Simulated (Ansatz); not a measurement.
**How far is PAW off for Cu3Au?**

```
Cu Au
1.0
     3.74000    0.00000    0.00000
     0.00000    3.74000    0.00000
     0.00000    0.00000    3.74000
Cu Au
3 1
Direct
  0.00000 0.50000 0.50000
  0.50000 0.00000 0.50000
  0.50000 0.50000 0.00000
  0.00000 0.00000 0.00000
```

Atoms are numbered in the order listed.

The cell is COD entry 9013496, as deposited and not checked against the literature; nothing was relaxed.

No spin–orbit coupling, which matters for the heavy atoms here.

Methods: DFT, PBE, PAW with Ansatz's default frozen-core files, scalar-relativistic (Ansatz 0.2.0); DFT, PBE, all-electron PAW with datasets made for the crystal, scalar-relativistic (Ansatz 0.2.0); DFT, PBE, all-electron LAPW, scalar-relativistic (Ansatz 0.2.0).

For PAW: a Γ-centred 10×10×10 k mesh, Fermi–Dirac smearing of 0.08 eV, cutoff 420 eV, no spin polarisation. The crystal-made all-electron datasets (AE datasets) take a cutoff of 280 eV at this cell. LAPW targets a basis error of 1 meV/atom. The Ansatz runs share mesh, smearing and spin set-up. Plane-wave (PAW) pressures include the program's estimate of the Pulay term.

Stress and pressure are positive in compression.

Spin–orbit coupling is left out, which moves gradients at and beside heavy atoms by some per cent and at worst by a factor of two.

In a metal, gradients converge slowly with the k mesh: the values move by tens of per cent from one mesh to another, at times in sign, so only the comparison on one mesh counts.

Levels count from the Fermi level.

```csv
quantity,PAW,AE datasets,LAPW
pressure (GPa),4.95,4.93,4.94
highest filled level at M (eV),-0.398,-0.398,-0.398
lowest empty level at M (eV),0.342,0.342,0.342
highest filled level at R (eV),-1.105,-1.105,-1.105
lowest empty level at R (eV),2.515,2.512,2.512
field gradient Vzz at Cu1 (10²¹ V/m²),1.49,1.50,–
```
